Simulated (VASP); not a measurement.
LiCl: single point with HSE06

Crystal: LiCl.

```
Li Cl
1.0
     3.21421    0.00000    0.00000
     0.00000    3.21421    0.00000
     0.00000    0.00000    3.27112
Li Cl
1 1
Direct
  0.00000 0.00000 0.00000
  0.50000 0.50000 0.50000
```

The cell was built by a generator and needn't be a form met in nature.

The cell isn't the ideal one: biaxial_xy strain -1.7%.

```json
{
 "Program": "VASP 6.6.1",
 "Task": "single point",
 "Functional": "HSE06",
 "Potentials or basis": "VASP PAW PBE potentials, release 64 (Li_sv, Cl)",
 "Cutoff": "520 eV",
 "k mesh": "6 × 6 × 6",
 "Occupations": "gaussian, width 0.01 eV",
 "Spin": "no spin polarisation"
}
```

```
Band gap on the k mesh : 5.79 eV, indirect (least direct gap 6.31 eV)
```

Levels at points of the mesh, in eV from the valence-band top:
```
           k point  band 3  band 4  band 5  band 6  band 7  band 8
(0.00, 0.00, 0.00)   -1.13   -0.91   -0.91    5.79    9.81    9.98
(0.50, 0.00, 0.00)   -4.54   -0.56   -0.37    7.13   11.28   11.44
(0.50, 0.50, 0.00)   -3.82   -3.82   -0.13    6.41   11.37   11.37
(0.00, 0.00, 0.50)   -4.52   -0.41   -0.41    7.26   11.20   11.76
(0.50, 0.00, 0.50)   -3.89   -3.80    0.00    6.31   11.42   11.60
(0.50, 0.50, 0.50)   -2.92   -2.92   -2.81    6.27    6.27    6.32
```

It took 9.3 min on 1 thread of Intel(R) Xeon(R) 6975P-C (Granite Rapids), with other jobs on the host, peak memory 0.25 GiB.

 A k mesh can miss the band edges.
